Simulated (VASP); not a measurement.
# MgO (P-6m2) in VASP: notebook, part 2 of 2

VASP 6.6.1. The steps go on from the part before.

### 3 RPA correlation energy, PBE (volume scaled by 0.96)

Contents of POSCAR:

```
MgO
1.0
    2.8983130506      0.0000000000      0.0000000000
   -1.4491565253      2.5100127300      0.0000000000
    0.0000000000      0.0000000000      2.6434636685
Mg O
1 1
Direct
    0.0000000000      0.0000000000      0.0000000000
    0.3333333333      0.6666666667      0.5000000000
```

Contents of INCAR.step1:

```
PREC     = Accurate       # precision mode
ENCUT    = 400            # plane-wave cutoff, eV
EDIFF    = 1E-8           # SCF threshold, eV
ISMEAR   = 0              # smearing method
SIGMA    = 0.05           # smearing width, eV
LREAL    = F              # projectors in reciprocal space
LASPH    = T              # aspherical terms in the spheres
NELM     = 80             # most SCF steps
ALGO     = Normal         # electronic algorithm
LWAVE    = T              # write WAVECAR
LCHARG   = F              # write CHGCAR
GGA      = PE             # functional
```

Contents of INCAR.step2:

```
PREC     = Accurate       # precision mode
ENCUT    = 400            # plane-wave cutoff, eV
EDIFF    = 1E-8           # SCF threshold, eV
ISMEAR   = 0              # smearing method
SIGMA    = 0.05           # smearing width, eV
LREAL    = F              # projectors in reciprocal space
LASPH    = T              # aspherical terms in the spheres
NELM     = 1              # most SCF steps
ALGO     = EIGENVAL       # electronic algorithm
LWAVE    = F              # write WAVECAR
LCHARG   = F              # write CHGCAR
GGA      = PE             # functional
LHFCALC  = T              # exact exchange
AEXX     = 1.0            # exact-exchange fraction
ALDAC    = 0.0          
AGGAC    = 0.0          
ISTART   = 1            
PRECFOCK = Fast
```

Contents of INCAR.step3:

```
PREC     = Accurate       # precision mode
ENCUT    = 400            # plane-wave cutoff, eV
EDIFF    = 1E-8           # SCF threshold, eV
ISMEAR   = 0              # smearing method
SIGMA    = 0.05           # smearing width, eV
LREAL    = F              # projectors in reciprocal space
LASPH    = T              # aspherical terms in the spheres
NELM     = 1              # most SCF steps
ALGO     = Exact          # electronic algorithm
LWAVE    = T              # write WAVECAR
LCHARG   = F              # write CHGCAR
GGA      = PE             # functional
NBANDS   = 357            # bands
LOPTICS  = T              # frequency-dependent dielectric function
ISTART   = 1
```

Contents of INCAR.step4:

```
PREC     = Accurate       # precision mode
ENCUT    = 400            # plane-wave cutoff, eV
EDIFF    = 1E-8           # SCF threshold, eV
ISMEAR   = 0              # smearing method
SIGMA    = 0.05           # smearing width, eV
LREAL    = F              # projectors in reciprocal space
LASPH    = T              # aspherical terms in the spheres
NELM     = 80             # most SCF steps
ALGO     = ACFDT          # electronic algorithm
LWAVE    = F              # write WAVECAR
LCHARG   = F              # write CHGCAR
GGA      = PE             # functional
NBANDS   = 357            # bands
ENCUTGW  = 250            # cutoff of the response function
NOMEGA   = 12             # frequency points
ISTART   = 1            
PRECFOCK = Fast
```

Contents of KPOINTS:

```
regular mesh
0
Gamma
  5 5 5
```

Potentials or basis: VASP PAW PBE potentials, release 64 (Mg_GW, O_GW).

On the command line:

```sh
$ cat potpaw_PBE.64/Mg_GW/POTCAR potpaw_PBE.64/O_GW/POTCAR > POTCAR
$ cp INCAR.step1 INCAR
$ mpirun -np 1 vasp_std > vasp.out
$ cp INCAR.step2 INCAR
$ mpirun -np 1 vasp_std > vasp.out
$ cp INCAR.step3 INCAR
$ mpirun -np 1 vasp_std > vasp.out
$ cp INCAR.step4 INCAR
$ mpirun -np 1 vasp_std > vasp.out
```

OUTCAR:

```text
PREC = Accurate
   ENCUT = 400
   EDIFF = 1E-8
   ISMEAR = 0
   LREAL = F
   LASPH = T
   NELM = 80
   GGA = PE
   ENCUTGW = 250
   ISTART = 1
   PRECFOCK = Fast

 ion  position               nearest neighbor table
   1  0.000  0.000  0.000-   2 2.13   2 2.13   2 2.13   2 2.13   2 2.13   2 2.13
   2  0.333  0.667  0.500-   1 2.13   1 2.13   1 2.13   1 2.13   1 2.13   1 2.13

  LATTYP: Found a hexagonal cell.
 ALAT       =     2.8983130506
 C/A-ratio  =     0.9120697531

  Lattice vectors:

 A1 = (   2.8983130506,   0.0000000000,   0.0000000000)
 A2 = (  -1.4491565253,   2.5100127300,   0.0000000000)
 A3 = (   0.0000000000,   0.0000000000,   2.6434636685)

Analysis of symmetry for initial positions (statically):
=====================================================================
 Subroutine PRICEL returns:
 Original cell was already a primitive cell.

 Routine SETGRP: Setting up the symmetry group for a
 hexagonal supercell.

 Subroutine GETGRP returns: Found 12 space group operations
 (whereof 12 operations were pure point group operations)
 out of a pool of 24 trial point group operations.

The static configuration has the point symmetry D_3h.

Analysis of symmetry for dynamics (positions and initial velocities):
=====================================================================
 Subroutine PRICEL returns:
 Original cell was already a primitive cell.

 Routine SETGRP: Setting up the symmetry group for a
 hexagonal supercell.

 Subroutine GETGRP returns: Found 12 space group operations
 (whereof 12 operations were pure point group operations)
 out of a pool of 24 trial point group operations.

The dynamic configuration has the point symmetry D_3h.

 Subroutine INISYM returns: Found 12 space group operations
 (whereof 12 operations are pure point group operations),
 and found     1 'primitive' translations

[... 69 lines left out ...]
   dimension x,y,z NGX =    20 NGY =   20 NGZ =   18
   dimension x,y,z NGXF=    40 NGYF=   40 NGZF=   36
   ions per type =               1   1
   NGX,Y,Z   is equivalent  to a cutoff of  11.47, 11.47, 11.32 a.u.
   NGXF,Y,Z  is equivalent  to a cutoff of  22.94, 22.94, 22.64 a.u.
 SYSTEM =  unknown system
   PREC   = accura    normal or accurate (medium, high low for compatibility)
   ISTART =      1    job   : 0-new  1-cont  2-samecut
   ICHARG =      0    charge: 1-file 2-atom 10-const
   ISPIN  =      1    spin polarized calculation?
   LNONCOLLINEAR =      F non collinear calculations
   LSORBIT =      F    spin-orbit coupling
   LASPH  =      T    aspherical Exc in radial PAW
   ENCUT  =  400.0 eV  29.40 Ry    5.42 a.u.   4.73  4.73  4.31*2*pi/ulx,y,z
   NELM   =     80;   NELMIN=  2; NELMDL=  0     # of ELM steps
   EDIFF  = 0.1E-07   stopping-criterion for ELM
   LREAL  =      F    real-space projection
   EDIFFG = 0.1E-06   stopping-criterion for IOM
   NSW    =      0    number of steps for IOM
   IBRION =     -1    ionic relax: 0-MD 1-quasi-New 2-CG
   NFREE  =      0    steps in history (QN), initial steepest desc. (CG)
   ISIF   =      0    stress and relaxation
   ISYM   =      3    0-nonsym 1-usesym 2-fastsym
   POTIM  = 0.5000    time-step for ionic-motion
   TEBEG  =    0.0;   TEEND  =   0.0 temperature during run
   PSTRESS=    0.0 pullay stress
   NELECT =       8.0000    total number of electrons
   NUPDOWN=      -1.0000    fix difference up-down
   EMIN   =  10.00;   EMAX   =-10.00  energy-range for DOS
   EFERMI =   0.00;   METHOD = LEGACY
   ISMEAR =     0;   SIGMA  =   0.05  broadening in eV -4-tet -1-fermi 0-gaus
   EFERMI_NEDOS =   21; number of points for ismear=-14 and -15
   IALGO  =     38    algorithm
   IMIX   =      4    mixing-type and parameters
     AMIX     =   0.40;   BMIX     =  1.00
     AMIX_MAG =   1.60;   BMIX_MAG =  1.00
  volume/ion in A,a.u.               =       9.62        64.89
  Fermi-wavevector in a.u.,A,eV,Ry     =   1.222100  2.309434 20.320678  1.493528
  Thomas-Fermi vector in A             =   2.357259
   LORBIT       =      0    0 simple, 1 ext, 2 COOP (PROOUT), +10 PAW based schemes
   GGA     = PE    functional components
   LHFCALC =     T    Hartree Fock is set to
   PRECFOCK=fast      Normal, Fast or Accurate (Low or Medium for compatibility)
   ENCUT4O =  -1.0   cutoff for four orbital integrals eV
   NKREDX  =     1    reduce k-point grid by
   NKREDY  =     1    reduce k-point grid by
   NKREDZ  =     1    reduce k-point grid by
   AEXX    =    1.0000 exact exchange contribution
   HFSCREEN=    0.0000 screening length (either q_TF or 0.3 A-1)
   HFSCREENC=   0.0000 screening length for correlation (either q_TF or 0.3 A-1)
   ENCUTFOCK=  -1.0 apply spherical cutoff to Coloumb kernel
   IVDW    =     0    specifies the selected vdW correction
   LEPSILON=     F    determine dielectric tensor
   LRPA    =     F    only Hartree local field effects (RPA)
   LRPAFORCE           =     F    calculate RPA forces
   ENCUTGW             = 250.0    cutoff for response function in eV
   ENCUTGWSOFT         = 200.0    soft cutoff for Coulomb kernel in GW response function in eV
   ENCUTLF             =  -1.0    cutoff for local field effects
   NELMGW              =     1    number of iterations in solving QP/BSE equation
   NELMHF              =     1    number of iterations in the inner HF iteration
   NKREDLFX            =     1    NKREDLFY  =   1   NKREDLFZ  =   1
 non-spin polarized calculation
 Gauss-broadening in eV      SIGMA  =   0.05
  energy-cutoff  :      400.00
  volume of cell :       19.23
 maximum number of plane-waves:       357
 NGX is ok and might be reduce to    20
  NGX = 12; NGY = 12; NGZ = 10
   NGX =  9   NGY =  9   NGZ =  9
 maximum number of plane-waves:       181

      cutoff energy     smooth cutoff   RPA   correlation   Hartree contr. to MP2
---------------------------------------------------------------------------------
            250.000           200.000      -10.9626113362      -17.5795586520
            238.095           190.476      -10.8573500151      -17.4471364308
            226.757           181.406      -10.7448288541      -17.3032050654
            215.959           172.768      -10.6252008947      -17.1475540035
            205.676           164.541      -10.4988449940      -16.9802350157
            195.882           156.705      -10.3652030824      -16.8000819787
            186.554           149.243      -10.2248899502      -16.6075870484
            177.670           142.136      -10.0783442952      -16.4030232479
  linear regression
  converged value                          -12.2794265610      -19.3418993568
```

OUTCAR.step2:

```text
PREC = Accurate
   ENCUT = 400
   EDIFF = 1E-8
   ISMEAR = 0
   LREAL = F
   LASPH = T
[... 379 lines left out ...]
 -----------------------------------------------------------------------------------
      0.00000      0.00000      0.00000        -0.000000      0.000000      0.000000
     -0.00000      1.67334      1.32173         0.000000      0.000000      0.000000
 -----------------------------------------------------------------------------------
    total drift:                               -0.000001      0.000000     -0.000000

  FREE ENERGIE OF THE ION-ELECTRON SYSTEM (eV)
  ---------------------------------------------------
  free  energy   TOTEN  =       -20.3824922553 eV

  energy  without entropy=      -20.3824922553  energy(sigma->0) =      -20.38249226
```

It took 4.2 min on 1 thread of Intel Xeon 6975P-C (Granite Rapids), shared host; peak memory 0.39 GiB.

The run converged, but a check on its numbers failed (symmetry, net force, bounds or a known fault of this set-up), so they aren't taken as properties of the crystal.

Caveat: the k mesh is coarse (spacing up to 0.50 Å⁻¹), so the values aren't converged; the cutoff lies under the usual one of these potentials, so the numbers hold a large basis-set error; an odd mesh through Γ misses points on the zone boundary, where band edges often lie.

### 4 G0W0 quasiparticle levels, PBE

Contents of POSCAR:

```
MgO
1.0
    2.9380209034      0.0000000000      0.0000000000
   -1.4690104517      2.5444007392      0.0000000000
    0.0000000000      0.0000000000      2.6796800000
Mg O
1 1
Direct
    0.0000000000      0.0000000000      0.0000000000
    0.3333333333      0.6666666667      0.5000000000
```

Contents of INCAR.step1:

```
ALGO = Fast ; EDIFF = 1E-8
ENCUT = 450 ; GGA = PE
ISMEAR = 0 ; LASPH = True
LCHARG = False ; LREAL = False
LWAVE = True ; NELM = 60
PREC = Accurate ; SIGMA = 0.01
```

Contents of INCAR.step2:

```
ALGO = Exact ; EDIFF = 1E-8
ENCUT = 450 ; GGA = PE
ISMEAR = 0 ; ISTART = 1
LASPH = True ; LCHARG = False
LOPTICS = True ; LREAL = False
LWAVE = True ; NBANDS = 124
NELM = 1 ; PREC = Accurate
SIGMA = 0.01
```

Contents of INCAR.step3:

```
ALGO = EVGW0 ; EDIFF = 1E-8
ENCUT = 450 ; ENCUTGW = 260
GGA = PE ; ISMEAR = 0
ISTART = 1 ; LASPH = True
LCHARG = False ; LREAL = False
LWAVE = False ; NBANDS = 124
NBANDSGW = 12 ; NELMGW = 1
NOMEGA = 48 ; PREC = Accurate
PRECFOCK = Fast ; SIGMA = 0.01
```

Contents of KPOINTS:

```
k-points
0
Gamma
  4 4 4
```

Potentials or basis: VASP PAW PBE potentials, release 64 (Mg_GW, O_GW).

On the command line:

```sh
$ cat potpaw_PBE.64/Mg_GW/POTCAR potpaw_PBE.64/O_GW/POTCAR > POTCAR
$ cp INCAR.step1 INCAR
$ mpirun -np 1 vasp_std > vasp.out
$ cp INCAR.step2 INCAR
$ mpirun -np 1 vasp_std > vasp.out
$ cp INCAR.step3 INCAR
$ mpirun -np 1 vasp_std > vasp.out
```

OUTCAR:

```text
EDIFF = 1E-8
   ENCUT = 450
   ENCUTGW = 260
   GGA = PE
   ISMEAR = 0
   ISTART = 1
   LASPH = True
   LREAL = False
   NELMGW = 1
   PREC = Accurate
   PRECFOCK = Fast

 Found     12 irreducible k-points:

 Following reciprocal coordinates:
            Coordinates               Weight
  0.000000  0.000000  0.000000      1.000000
  0.250000  0.000000  0.000000      6.000000
  0.500000  0.000000  0.000000      3.000000
  0.250000  0.250000  0.000000      6.000000
  0.000000  0.000000  0.250000      2.000000
  0.250000  0.000000  0.250000     12.000000
   k-points           NKPTS =     12   k-points in BZ     NKDIM =     64   number of bands    NBANDS=    124
   number of dos      NEDOS =    301   number of ions     NIONS =      2
   total plane-waves  NPLWV =   8000
   dimension x,y,z NGX =    20 NGY =   20 NGZ =   20
   dimension x,y,z NGXF=    40 NGYF=   40 NGZF=   40
   ions per type =               1   1
   NGX,Y,Z   is equivalent  to a cutoff of  11.32, 11.32, 12.41 a.u.
   NGXF,Y,Z  is equivalent  to a cutoff of  22.63, 22.63, 24.82 a.u.
 SYSTEM =  unknown system
[... 56 lines left out ...]
 Gauss-broadening in eV      SIGMA  =   0.01
  energy-cutoff  :      450.00
  volume of cell :       20.03
 maximum number of plane-waves:       454
  NGX = 14; NGY = 14; NGZ = 12
   NGX = 11   NGY = 11   NGZ =  9
 maximum number of plane-waves:       199

 QP shifts <psi_nk| G(iteration)W_0 |psi_nk>: iteration 1
 for sc-GW calculations column KS-energies equals QP-energies in previous step
 and V_xc(KS)=  KS-energies - (<T + V_ion + V_H > + <T+V_H+V_ion>^1  + <V_x>^1)

 k-point   1 :       0.0000    0.0000    0.0000
  band No.  KS-energies  QP-energies   sigma(KS)   V_xc(KS)     V^pw_x(r,r')   Z            occupation Imag(sigma)

      1     -14.1102     -16.2274     -21.2038     -18.1342     -29.8569       0.6897       2.0000       1.2693
      2       2.7272       1.4444     -20.8683     -19.1602     -24.7107       0.7510       2.0000       0.1474
      3       2.7272       1.4444     -20.8683     -19.1602     -24.7107       0.7510       2.0000       0.1474
      4       2.9266       1.6260     -20.9951     -19.2645     -24.8396       0.7515       2.0000       0.1465
      5       6.3101       7.2202     -10.0813     -11.2023      -6.7181       0.8119       0.0000      -0.0839
      6      15.1829      16.1737      -7.7315      -8.9560      -3.2408       0.8091       0.0000      -0.1321
      7      18.8406      19.9083      -7.4458      -8.7736      -2.6969       0.8041       0.0000      -0.2370
      8      18.8406      19.9083      -7.4458      -8.7736      -2.6969       0.8041       0.0000      -0.2370
      9      23.1262      24.0569      -7.3763      -8.4812      -2.1127       0.8423       0.0000      -0.6831
     10      24.0886      25.4111      -9.2612     -10.9711      -3.4101       0.7734       0.0000      -0.6815
     11      25.7499      27.0908      -9.4659     -11.2120      -3.4206       0.7679       0.0000      -0.7158
     12      25.7499      27.0908      -9.4659     -11.2120      -3.4206       0.7679       0.0000      -0.7158
[... 68 lines left out ...]
      1     -13.1995     -15.2990     -22.0527     -19.0159     -30.5941       0.6914       2.0000       1.1645
      2       0.2507      -1.2258     -17.9105     -15.9191     -21.7649       0.7415       2.0000       0.1735
      3       1.1136      -0.3521     -19.2209     -17.2452     -23.2111       0.7419       2.0000       0.1668
      4       2.5937       1.2826     -20.7345     -18.9879     -24.6041       0.7506       2.0000       0.1485
      5       9.9937      11.0971     -11.6277     -13.0300      -7.9585       0.7869       0.0000      -0.0986
      6      14.4718      15.5830      -8.6423     -10.0463      -4.1046       0.7915       0.0000      -0.1494
      7      17.5850      18.8853     -10.0384     -11.6921      -5.1699       0.7863       0.0000      -0.2349
      8      19.9040      21.0795      -8.6140     -10.0903      -3.6537       0.7962       0.0000      -0.2854
      9      19.9951      21.2140      -8.2691      -9.8090      -3.1833       0.7915       0.0000      -0.3376
     10      24.1557      25.3729      -8.0381      -9.5628      -2.9121       0.7983       0.0000      -0.3725
     11      25.7793      27.0153      -7.4893      -9.0249      -2.0246       0.8050       0.0000      -0.6780
     12      29.1918      30.4677      -7.9412      -9.4996      -2.1525       0.8186       0.0000      -0.9450

 [... further k-points ...]
```

OUTCAR.step1:

```text
EDIFF = 1E-8
   ENCUT = 450
   GGA = PE
   ISMEAR = 0
   LASPH = True
[... 177 lines left out ...]
 -----------------------------------------------------------------------------------
      0.00000      0.00000      0.00000        -0.000000      0.000000      0.000000
     -0.00000      1.69627      1.33984         0.000000     -0.000000      0.000000
 -----------------------------------------------------------------------------------
    total drift:                               -0.000001      0.000000     -0.000000

  FREE ENERGIE OF THE ION-ELECTRON SYSTEM (eV)
  ---------------------------------------------------
  free  energy   TOTEN  =       -11.2221453453 eV

  energy  without entropy=      -11.2221453453  energy(sigma->0) =      -11.22214535
```

OUTCAR.step2:

```text
EDIFF = 1E-8
   ENCUT = 450
   GGA = PE
   ISMEAR = 0
[... 560 lines left out ...]
  --------------------------------------------------------------------------------------------------------------
     0.00000     3.88587     3.88587     4.19323     0.00000    -0.00000    -0.00000
     2.41982     4.43276     4.43276     5.01911     0.00000    -0.00000    -0.00000
     4.83965     4.55524     4.55524     5.82557     0.00000    -0.00000    -0.00000
     7.25947     6.68749     6.68749     3.76894     0.00000    -0.00000    -0.00000
     9.67930     0.09781     0.09781    -2.82299     0.00000     0.00000     0.00000
    12.09912    -2.68457    -2.68457     3.06539    -0.00000     0.00000     0.00000
[... 92 lines left out ...]
   237.14274     0.99005     0.99005     0.98995     0.00000     0.00000     0.00000
   239.56256     0.99026     0.99026     0.99017     0.00000     0.00000     0.00000
```

Run time: 53 s. Hardware: 1 thread of Intel Xeon 6975P-C (Granite Rapids), shared host; peak memory 0.26 GiB.

The run converged, but some of its settings lie outside the range that counts as converged, so its numbers aren't taken as properties of the crystal.

Results:

```
Band gap on the k mesh, mean-field level : 3.03 eV, indirect (least direct gap 3.38 eV)
Quasiparticle gap                        : 5.19 eV
Least direct quasiparticle gap           : 5.59 eV
```

Caveat: the k mesh is coarse (spacing up to 0.62 Å⁻¹), so the values aren't converged; bands, screening cutoff and mesh are small and nothing is extrapolated, so the quasiparticle values aren't converged.
